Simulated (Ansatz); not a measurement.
# Tc(0001) / 1 layer Ru(0001) / Tc(0001): resistance against film thickness

Aim: what a thin film of another metal adds to the resistance, first Tc(0001) / 1 layer Ru(0001) / Tc(0001).

Program: Ansatz 0.2.0. Level of theory: Ansatz plane-wave DFT, PBE, PAW files; ballistic transport by layer matching (Landauer), zero bias; PAW set ansatz+soft_1. Results are calculated unless marked as measured.

This is a report of a sequence of runs, with most program output left out.

## Step 1: Starting point

The cell holds 10 atoms: 9 Tc and 1 Ru. Cell: a = 2.740 Å, b = 2.740 Å, c = 21.879 Å, α = 90.0°, β = 90.0°, γ = 120.0°. It derives from Tc and Ru. Regions: lead, 9 atoms (9 Tc); films, 1 atom (1 Ru). The structure is stacked along c, and the current runs across the ab planes.

## Step 2: With 1 layer

The film is laid into the lead at the lead's in-plane lattice, and the cell closes on the lead's own image. The mesh across the current, 30×30, is finer than the density's, because channels open and close sharply across the zone. Energies from -1 to 1 eV in steps of 0.036 eV cover the slope of the Fermi function at 300 K, so the program can form a conductance.

File input.yaml:

```yaml
crystal:
  lattice:
    - [2.74, 0.0, 0.0]
    - [-1.37, 2.3729096064, 0.0]
    - [0.0, 0.0, 21.8788379343]
  atoms:
    - { symbol: Tc, position: [0.3333333333, 0.6666666667, 0.0502540402] }
    - { symbol: Tc, position: [0.6666666667, 0.3333333333, 0.1507621205] }
    - { symbol: Tc, position: [0.3333333333, 0.6666666667, 0.2512702008] }
    - { symbol: Tc, position: [0.6666666667, 0.3333333333, 0.3517782811] }
    - { symbol: Ru, position: [0.3333333333, 0.6666666667, 0.4497459598] }
    - { symbol: Tc, position: [0.6666666667, 0.3333333333, 0.5477136386] }
    - { symbol: Tc, position: [0.3333333333, 0.6666666667, 0.6482217189] }
    - { symbol: Tc, position: [0.6666666667, 0.3333333333, 0.7487297992] }
    - { symbol: Tc, position: [0.3333333333, 0.6666666667, 0.8492378795] }
    - { symbol: Tc, position: [0.6666666667, 0.3333333333, 0.9497459598] }
kpoints:
  mp_grid: { grid: [16, 16, 2] }
hamiltonian:
  xc: pbe
  pseudopotentials: { kind: paw, azcp: { Ru: "soft_1/Ru.paw.azcp" } }
scf:
  occupations: { method: fermi_dirac, width: 0.1 }
output:
  transmission: { leads: [[0, 2]], kmesh: [30, 30], e_range: [-1.0, 1.0], de: 0.036 }
  write_potential: true
  write_density: true
  volumetric_format: npy
  elf: true
```

Launch:

```console
> ansatz run input.yaml --threads 4 --pin off --max-ram 8192MiB --backend cpu --events-out ev --progress --plain --runs-dir out
```

Elapsed: 2.2 min, on 4 threads of Intel Xeon Platinum 8488C (Sapphire Rapids), shared host; peak memory 1.1 GiB; 7.9 min of CPU time.

Numbers from this step:

| Quantity | Value |
| --- | --- |
| free energy | -54461.4061 eV |
| energy at zero smearing | -54461.2414 eV |
| Fermi energy | 22.47 eV |
| cell area | 6.502 Å² |
| step of the lead's potential | 1.9 meV |
| ballistic conductance of the lead | 1.76e15 S/m² |
| estimated errors of the lead's conductance | 0, 4.4, 0 % (band edges, k-mesh, distance from neutral) |
| lead conductance per cell | 1.478 G₀ |
| conductance of the junction | 1.45e15 S/m² |
| junction conductance per cell | 1.214 G₀ |
| estimated errors of the junction's conductance | 0.3, 0, 3.8, 0.8, 0.1 % (energy step, band edges, k-mesh, leads' steps, distance from neutral) |
| area resistance that the stack adds (contact term taken off, spin by spin) | 0.1238 fΩ m² |

Per spin. The transmission, zone mean by energy, zero at the Fermi level:

| energy (eV) | transmission, zone mean |
| --- | --- |
| -1.000 | 1.03 |
| -0.964 | 1.05 |
| -0.928 | 0.999 |
| -0.856 | 1.06 |
| -0.784 | 1.15 |
| -0.712 | 1.19 |
| -0.676 | 1.18 |
| -0.604 | 1.19 |
| -0.532 | 1.25 |
| -0.496 | 1.27 |
| -0.460 | 1.26 |
| -0.388 | 1.25 |
| -0.316 | 1.24 |
| -0.244 | 1.21 |
| -0.172 | 1.21 |
| -0.100 | 1.22 |
| -0.028 | 1.22 |
| 0.008 | 1.22 |
| 0.080 | 1.19 |
| 0.152 | 1.17 |
| 0.224 | 1.19 |
| 0.296 | 1.19 |
| 0.368 | 1.13 |
| 0.440 | 1.15 |
| 0.512 | 1.14 |
| 0.584 | 1.19 |
| 0.620 | 1.19 |
| 0.656 | 1.18 |
| 0.692 | 1.16 |
| 0.764 | 1.17 |
| 0.836 | 1.12 |
| 0.908 | 1.12 |
| 0.980 | 1.10 |

Per spin. Table of open channels, zone mean, lead by energy, zero at the Fermi level:

| energy (eV) | open channels, zone mean, lead |
| --- | --- |
| -1.000 | 1.56 |
| -0.928 | 1.53 |
| -0.856 | 1.62 |
| -0.784 | 1.71 |
| -0.712 | 1.71 |
| -0.676 | 1.69 |
| -0.604 | 1.71 |
| -0.532 | 1.73 |
| -0.460 | 1.74 |
| -0.388 | 1.60 |
| -0.316 | 1.59 |
| -0.244 | 1.56 |
| -0.172 | 1.54 |
| -0.100 | 1.50 |
| -0.028 | 1.48 |
| 0.008 | 1.48 |
| 0.080 | 1.47 |
| 0.152 | 1.44 |
| 0.224 | 1.48 |
| 0.296 | 1.43 |
| 0.368 | 1.42 |
| 0.440 | 1.43 |
| 0.512 | 1.36 |
| 0.584 | 1.50 |
| 0.656 | 1.48 |
| 0.692 | 1.43 |
| 0.764 | 1.45 |
| 0.836 | 1.33 |
| 0.908 | 1.32 |
| 0.980 | 1.35 |

Transmission over k1 and k2. At 0.0080 eV from the Fermi level.

Values, 12 rows by 16 columns, each cell a mean:
```
2.83 2.86 1.66 0.95 0.98 0.97 0.99 2.58 2.87 2.79 1.76 0.94 0.99 0.98 1.22 2.41
1.24 1.91 1.90 1.09 0.96 0.87 0.96 1.15 2.40 1.66 1.02 0.94 0.99 0.99 0.97 1.05
0.99 0.99 0.98 0.56 0.37 0.80 0.57 0.65 0.51 0.89 0.99 0.99 0.99 0.99 0.99 0.99
0.98 0.98 0.91 0.60 0.98 1.13 0.68 0.96 1.09 0.70 0.85 0.95 0.98 0.97 0.92 0.95
1.62 1.13 0.97 0.61 0.70 0.72 0.61 0.86 0.87 0.66 0.67 0.70 0.95 0.92 1.93 2.49
2.86 2.65 1.76 0.68 0.80 1.05 0.74 1.94 1.75 1.00 0.95 0.98 0.49 1.48 2.80 2.87
2.82 2.81 1.89 0.92 0.62 0.92 0.66 0.94 1.68 1.31 0.68 0.83 0.68 0.76 1.44 2.38
1.46 1.75 0.99 0.95 0.94 0.75 0.66 0.83 0.93 0.73 0.96 0.81 0.66 0.83 0.99 0.90
0.99 0.95 0.96 0.99 0.98 0.98 0.75 0.76 0.80 0.68 0.69 1.06 0.52 0.72 0.99 0.98
0.98 0.99 0.99 0.99 0.99 0.96 0.91 0.92 0.96 0.63 0.77 0.60 0.62 1.20 0.98 0.89
1.84 1.11 0.97 0.99 0.96 1.00 1.87 2.74 2.49 1.20 0.99 0.99 0.99 1.20 2.77 2.36
2.85 2.42 1.08 0.99 0.99 1.03 2.25 2.86 2.87 2.29 0.98 0.98 0.98 0.93 2.15 2.87
```
Columns: k1 (b1) from -0.5 to 0.467; rows upwards: k2 (b2) from -0.5 to 0.467.

Open channels over k1 and k2. At 0.0080 eV from the Fermi level.

Values, 12 rows by 16 columns, each cell a mean:
```
3.00 3.00 1.91 1.00 1.00 1.00 1.11 2.81 3.00 3.00 2.33 1.00 1.00 1.00 1.53 2.81
1.40 2.15 2.07 1.16 1.00 1.00 1.00 1.21 2.63 1.88 1.27 1.00 1.00 1.00 1.00 1.21
1.00 1.00 1.00 1.00 1.08 1.67 1.53 1.21 1.00 1.00 1.00 1.00 1.00 1.00 1.00 1.00
1.00 1.00 1.00 1.32 1.61 1.40 0.95 1.43 1.59 1.21 1.27 1.00 1.00 1.00 1.00 1.00
1.83 1.24 1.00 1.43 1.13 1.08 1.03 1.40 1.40 0.87 1.43 1.16 1.00 1.05 2.36 3.00
3.00 2.84 1.91 1.16 1.43 1.43 1.13 3.00 2.81 1.53 1.35 1.51 1.00 1.69 3.00 3.00
3.00 3.00 2.12 1.00 1.16 1.43 1.05 1.43 2.60 1.96 1.13 1.19 1.32 1.00 1.53 2.60
1.77 2.20 1.16 1.00 1.00 1.43 1.43 1.21 1.40 1.03 1.48 1.05 1.69 1.27 1.00 1.00
1.00 1.00 1.00 1.00 1.00 1.00 1.00 1.43 1.37 0.97 1.15 1.68 1.21 1.00 1.00 1.00
1.00 1.00 1.00 1.00 1.00 1.00 1.00 1.00 1.43 1.08 1.55 1.12 1.00 1.43 1.00 1.00
2.20 1.29 1.00 1.00 1.00 1.16 2.25 3.00 2.63 1.29 1.00 1.00 1.00 1.27 3.00 2.57
3.00 2.84 1.21 1.00 1.00 1.16 2.68 3.00 3.00 2.52 1.11 1.00 1.00 1.05 2.36 3.00
```
Columns: k1 (b1) from -0.5 to 0.467; rows upwards: k2 (b2) from -0.5 to 0.467.

ELF in the ca plane at fractional y = 0.667, with atoms of Tc and Ru within 0.2 Å of it. It is the smooth field of the valence electrons, not physical close to the nuclei.

Ten even steps from '0' (0.22) to '9' (0.72), each cell a mean:
```
11111025300111111025300110110035201111110035
11111025300111111025400111110035201111110035
24201012101024201012101123211012101024201012
89941210011289941210011267621100121399821200
94871221231594871221221476741221221783951321
93871221231593871221221476741221221783951321
89941210121289941210011367631200121499821210
24301101101025311101101123211011011035201011
```
Columns run along c (16.0 Å, from fractional 0.04 to 0.77 of the cell), rows up along a (2.7 Å). Atoms in or near the plane, at fractional coordinates: Tc at (0.05, 0.33), Tc at (0.25, 0.33), Ru at (0.45, 0.33), Tc at (0.65, 0.33).

Valence density in the ca plane at fractional y = 0.667, with atoms of Tc and Ru within 0.2 Å of it. It is the smooth field of the valence electrons, not physical close to the nuclei.

Ten even steps from '0' (0 e/Å³) to '9' (11 e/Å³), each cell a mean:
```
00000001000000000001000000000001000000000001
00000001000000000001000000000001000000000001
01000000000001000000000001000000000001000000
24310000000024310000000034300000000134200000
56620000000156620000000169620000000266510000
56620000000156620000000169620000000266510000
34310000000034310000000035310000000135300000
01000000000001000000000001000000000001000000
```
Columns run along c (16.0 Å, from fractional 0.04 to 0.77 of the cell), rows up along a (2.7 Å). Atoms in or near the plane, at fractional coordinates: Tc at (0.05, 0.33), Tc at (0.25, 0.33), Ru at (0.45, 0.33), Tc at (0.65, 0.33).

Electrostatic potential energy in the ca plane at fractional y = 0.667, with atoms of Tc and Ru within 0.2 Å of it. With pseudopotentials it is smooth inside the atoms' cores, unlike the true potential.

Ten even steps from '0' (-112 eV) to '9' (23 eV), each cell a mean:
```
99999987899999999987899999999987899999999987
99999987899999999987899999999987899999999987
88899998999988899998999988899998999988899998
63589999999863589999999864589999999853689999
20169999999720169999999732369999999610279999
20169999999720169999999732369999999610279999
52479999999852479999999854589999999842589999
87899999999987899999999987899999999987899999
```
Columns run along c (16.0 Å, from fractional 0.04 to 0.77 of the cell; values clipped at the 3rd and 97th percentile), rows up along a (2.7 Å). Atoms in or near the plane, at fractional coordinates: Tc at (0.05, 0.33), Tc at (0.25, 0.33), Ru at (0.45, 0.33), Tc at (0.65, 0.33).

The lead's potential steps by 1.9 meV from period to period, small in itself. The program estimates the junction's conductance to 3.8 % from the k-mesh, 0.1 % from the leads' distance from neutral and 0.8 % from their steps.

By hand: 1/G − 1/G_lead = 1/1.447 − 1/1.762 = 0.124 fΩ m² with G in 10¹⁵ S/m².

## Step 3: With 3 layers, k-mesh 16×16×1, film layers 3

The stack now holds 3 film layers; the k-mesh follows the cell, and the energies span -0.27 to 0.27 eV.

System of this step: Tc(0001) / 3 layers Ru(0001) / Tc(0001). The cell holds 12 atoms: 9 Tc and 3 Ru. Its edges and angles: a = 2.740 Å, b = 2.740 Å, c = 26.055 Å, α = 90.0°, β = 90.0°, γ = 120.0°. It derives from Tc and Ru. Regions: lead, 9 atoms (9 Tc); films, 3 atoms (3 Ru). The structure is stacked along c, and the current runs across the ab planes.

File input.yaml:

```yaml
crystal:
  lattice:
    - [2.74, 0.0, 0.0]
    - [-1.37, 2.3729096064, 0.0]
    - [0.0, 0.0, 26.0545138029]
  atoms:
    - { symbol: Tc, position: [0.3333333333, 0.6666666667, 0.0421999815] }
    - { symbol: Tc, position: [0.6666666667, 0.3333333333, 0.1265999444] }
    - { symbol: Tc, position: [0.3333333333, 0.6666666667, 0.2109999074] }
    - { symbol: Tc, position: [0.6666666667, 0.3333333333, 0.2953998704] }
    - { symbol: Ru, position: [0.3333333333, 0.6666666667, 0.3776665741] }
    - { symbol: Ru, position: [0.6666666667, 0.3333333333, 0.4578000185] }
    - { symbol: Ru, position: [0.3333333333, 0.6666666667, 0.537933463] }
    - { symbol: Tc, position: [0.6666666667, 0.3333333333, 0.6202001667] }
    - { symbol: Tc, position: [0.3333333333, 0.6666666667, 0.7046001296] }
    - { symbol: Tc, position: [0.6666666667, 0.3333333333, 0.7890000926] }
    - { symbol: Tc, position: [0.3333333333, 0.6666666667, 0.8734000556] }
    - { symbol: Tc, position: [0.6666666667, 0.3333333333, 0.9578000185] }
kpoints:
  mp_grid: { grid: [16, 16, 1] }
hamiltonian:
  xc: pbe
  pseudopotentials: { kind: paw, azcp: { Ru: "soft_1/Ru.paw.azcp" } }
scf:
  occupations: { method: fermi_dirac, width: 0.1 }
output:
  transmission:
    leads: [[0, 2]]
    kmesh: [30, 30]
    e_range: [-0.27, 0.27]
    de: 0.036
  write_potential: true
  write_density: true
  volumetric_format: npy
```

Wall time 89 s (4 threads); peak memory 1.2 GiB; 4.6 min of CPU time.

This step gave:

| Item | Value |
| --- | --- |
| free energy | -66218.8829 eV |
| energy at zero smearing | -66218.6949 eV |
| Fermi energy | 22.61 eV |
| step of the lead's potential | 2.2 meV |
| conductance of the junction | 1.33e15 S/m² |
| junction conductance per cell | 1.117 G₀ |
| estimated errors of the junction's conductance | 0.1, 0, 3.2, 1, 0.2 % (energy step, band edges, k-mesh, leads' steps, distance from neutral) |
| area resistance that the stack adds (contact term taken off, spin by spin) | 0.1837 fΩ m² |

Per spin. Table of transmission, zone mean by energy, zero at the Fermi level:

| energy (eV) | transmission, zone mean |
| --- | --- |
| -0.270 | 1.14 |
| -0.234 | 1.14 |
| -0.198 | 1.15 |
| -0.162 | 1.12 |
| -0.126 | 1.13 |
| -0.090 | 1.14 |
| -0.054 | 1.14 |
| -0.018 | 1.12 |
| 0.018 | 1.12 |
| 0.054 | 1.07 |
| 0.090 | 1.08 |
| 0.126 | 1.05 |
| 0.162 | 1.04 |
| 0.198 | 1.07 |
| 0.234 | 1.10 |
| 0.270 | 1.07 |

The conductance of the junction is 1.3e15 S/m², 8.0 % under the 1.4e15 S/m² of the last finished run.

## Step 4: With 5 layers, k-mesh 16×16×1, film layers 5

The stack now holds 5 film layers; the k-mesh follows the cell, and the energies span -0.27 to 0.27 eV.

System of this step: Tc(0001) / 5 layers Ru(0001) / Tc(0001). The cell holds 14 atoms: 9 Tc and 5 Ru. Its edges and angles: a = 2.740 Å, b = 2.740 Å, c = 30.230 Å, α = 90.0°, β = 90.0°, γ = 120.0°. It derives from Tc and Ru. Regions: lead, 9 atoms (9 Tc); films, 5 atoms (5 Ru). The structure is stacked along c, and the current runs across the ab planes.

input.yaml, the sections that differ from step 3:

```yaml
crystal:
  lattice:
    - [2.74, 0.0, 0.0]
    - [-1.37, 2.3729096064, 0.0]
    - [0.0, 0.0, 30.2301896715]
  atoms:
    - { symbol: Tc, position: [0.3333333333, 0.6666666667, 0.0363709263] }
    - { symbol: Tc, position: [0.6666666667, 0.3333333333, 0.1091127788] }
    - { symbol: Tc, position: [0.3333333333, 0.6666666667, 0.1818546314] }
    - { symbol: Tc, position: [0.6666666667, 0.3333333333, 0.254596484] }
    - { symbol: Ru, position: [0.3333333333, 0.6666666667, 0.3254997429] }
    - { symbol: Ru, position: [0.6666666667, 0.3333333333, 0.3945644083] }
    - { symbol: Ru, position: [0.3333333333, 0.6666666667, 0.4636290737] }
    - { symbol: Ru, position: [0.6666666667, 0.3333333333, 0.5326937391] }
    - { symbol: Ru, position: [0.3333333333, 0.6666666667, 0.6017584045] }
    - { symbol: Tc, position: [0.6666666667, 0.3333333333, 0.6726616635] }
    - { symbol: Tc, position: [0.3333333333, 0.6666666667, 0.745403516] }
    - { symbol: Tc, position: [0.6666666667, 0.3333333333, 0.8181453686] }
    - { symbol: Tc, position: [0.3333333333, 0.6666666667, 0.8908872212] }
    - { symbol: Tc, position: [0.6666666667, 0.3333333333, 0.9636290737] }
# kpoints, hamiltonian, scf, output: as in step 3
```

Elapsed: 2 min, on 4 threads; peak memory 1.5 GiB.

This step gave:

| Quantity | Value |
| --- | --- |
| free energy | -77976.3155 eV |
| energy at zero smearing | -77976.0901 eV |
| Fermi energy | 22.70 eV |
| step of the lead's potential | 2 meV |
| conductance of the junction | 1.22e15 S/m² |
| junction conductance per cell | 1.020 G₀ |
| estimated errors of the junction's conductance | 0.4, 0.2, 3.8, 1, 0 % (energy step, band edges, k-mesh, leads' steps, distance from neutral) |
| area resistance that the stack adds (contact term taken off, spin by spin) | 0.2549 fΩ m² |

Per spin. Table of transmission, zone mean by energy, zero at the Fermi level:

| energy (eV) | transmission, zone mean |
| --- | --- |
| -0.270 | 1.02 |
| -0.234 | 1.02 |
| -0.198 | 1.03 |
| -0.162 | 0.999 |
| -0.126 | 1.00 |
| -0.090 | 1.00 |
| -0.054 | 1.02 |
| -0.018 | 1.02 |
| 0.018 | 1.02 |
| 0.054 | 1.02 |
| 0.090 | 0.987 |
| 0.126 | 0.958 |
| 0.162 | 0.935 |
| 0.198 | 0.969 |
| 0.234 | 0.991 |
| 0.270 | 0.991 |

The conductance of the junction is 1.2e15 S/m², 8.6 % under the 1.3e15 S/m² of the last finished run.

## Step 5: With 7 layers, k-mesh 16×16×1, film layers 7

The stack now holds 7 film layers; the k-mesh follows the cell, and the energies span -0.27 to 0.27 eV.

System of this step: Tc(0001) / 7 layers Ru(0001) / Tc(0001). The cell holds 16 atoms: 9 Tc and 7 Ru. Cell: a = 2.740 Å, b = 2.740 Å, c = 34.406 Å, α = 90.0°, β = 90.0°, γ = 120.0°. It derives from Tc and Ru. Regions: lead, 9 atoms (9 Tc); films, 7 atoms (7 Ru). The structure is stacked along c, and the current runs across the ab planes.

input.yaml, the sections that differ from step 4:

```yaml
crystal:
  lattice:
    - [2.74, 0.0, 0.0]
    - [-1.37, 2.3729096064, 0.0]
    - [0.0, 0.0, 34.4058655401]
  atoms:
    - { symbol: Tc, position: [0.3333333333, 0.6666666667, 0.0319567604] }
    - { symbol: Tc, position: [0.6666666667, 0.3333333333, 0.0958702811] }
    - { symbol: Tc, position: [0.3333333333, 0.6666666667, 0.1597838018] }
    - { symbol: Tc, position: [0.6666666667, 0.3333333333, 0.2236973225] }
    - { symbol: Ru, position: [0.3333333333, 0.6666666667, 0.285995391] }
    - { symbol: Ru, position: [0.6666666667, 0.3333333333, 0.3466780072] }
    - { symbol: Ru, position: [0.3333333333, 0.6666666667, 0.4073606234] }
    - { symbol: Ru, position: [0.6666666667, 0.3333333333, 0.4680432396] }
    - { symbol: Ru, position: [0.3333333333, 0.6666666667, 0.5287258559] }
    - { symbol: Ru, position: [0.6666666667, 0.3333333333, 0.5894084721] }
    - { symbol: Ru, position: [0.3333333333, 0.6666666667, 0.6500910883] }
    - { symbol: Tc, position: [0.6666666667, 0.3333333333, 0.7123891568] }
    - { symbol: Tc, position: [0.3333333333, 0.6666666667, 0.7763026775] }
    - { symbol: Tc, position: [0.6666666667, 0.3333333333, 0.8402161982] }
    - { symbol: Tc, position: [0.3333333333, 0.6666666667, 0.9041297189] }
    - { symbol: Tc, position: [0.6666666667, 0.3333333333, 0.9680432396] }
# kpoints, hamiltonian, scf, output: as in step 4
```

Wall time 2.4 min (4 threads); peak memory 1.8 GiB.

Numbers from this step:

```
free energy                                                                : -89733.7762 eV
energy at zero smearing                                                    : -89733.5235 eV
Fermi energy                                                               : 22.79 eV
step of the lead's potential                                               : 1.9 meV
lead conductance per cell                                                  : 1.479 G₀
conductance of the junction                                                : 1.15e15 S/m²
junction conductance per cell                                              : 0.9674 G₀
estimated errors of the junction's conductance                             : 0.2, 0.4, 4.3, 1, 0.1 % (energy step, band edges, k-mesh, leads' steps, distance from neutral)
area resistance that the stack adds (contact term taken off, spin by spin) : 0.3004 fΩ m²
```

Per spin. Transmission, zone mean against energy, zero at the Fermi level:

| energy (eV) | transmission, zone mean |
| --- | --- |
| -0.270 | 0.976 |
| -0.234 | 0.985 |
| -0.198 | 0.988 |
| -0.162 | 0.949 |
| -0.126 | 0.968 |
| -0.090 | 0.965 |
| -0.054 | 0.968 |
| -0.018 | 0.970 |
| 0.018 | 0.971 |
| 0.054 | 0.971 |
| 0.090 | 0.946 |
| 0.126 | 0.955 |
| 0.162 | 0.963 |
| 0.198 | 0.944 |
| 0.234 | 0.927 |
| 0.270 | 0.901 |

The conductance of the junction is 1.2e15 S/m², 5.2 % under the 1.2e15 S/m² of the last finished run, no more than the error estimates, leads' steps apart, of 3.8 and 4.3 % together.

[end of part 1 of 2]

[Logs are printed without paths, hosts, clocks, repeated set-up lines and the standing remarks that a program may print on its own settings, such as how far it seeks lower states.]

[Hosts, paths, dates, database ids (printed as entryN), source tags and the programs' standing remarks are cut or masked in the printed files.]
